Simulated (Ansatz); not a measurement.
**Zr, one cell by several methods**

```xyz
1
Lattice="-0.0338 2.2550 2.2550 2.2550 -0.0338 2.2550 2.2212 2.2212 0.0000" Properties=species:S:1:pos:R:3 pbc="T T T"
Zr    0.0000    0.0000    0.0000
```

The cell is COD entry 1534901, as deposited and not checked against the literature; nothing was relaxed. The listed cell was then made from it by scaling, straining or moving an atom.

All numbers are computed: DFT, PBE, PAW with Ansatz's default frozen-core files, scalar-relativistic (Ansatz 0.2.0); DFT, PBE, all-electron PAW with datasets made for the crystal, scalar-relativistic (Ansatz 0.2.0); DFT, PBE, all-electron LAPW, scalar-relativistic (Ansatz 0.2.0).

For PAW: a Γ-centred 16×16×16 k mesh, Fermi–Dirac smearing of 0.05 eV, cutoff 420 eV, no spin polarisation. The crystal-made all-electron datasets (AE datasets) take a cutoff of 240 eV at this cell. LAPW targets a basis error of 1 meV/atom. The Ansatz runs share mesh, smearing and spin set-up. Plane-wave (PAW) pressures include the program's estimate of the Pulay term.

Stress and pressure are positive in compression.

The change that made this cell: xy engineering shear strain of -3 %.

```json
{"quantity": "pressure (GPa)", "PAW": "1.09", "AE datasets": "1.11", "LAPW": "1.11"}
{"quantity": "stress xx (GPa)", "PAW": "1.12", "AE datasets": "1.14", "LAPW": "1.14"}
{"quantity": "stress zz (GPa)", "PAW": "1.02", "AE datasets": "1.04", "LAPW": "1.04"}
{"quantity": "stress xy (GPa)", "PAW": "1.36", "AE datasets": "1.36", "LAPW": "1.36"}
```

PAW's pressure differs from the LAPW value by -0.02 GPa.
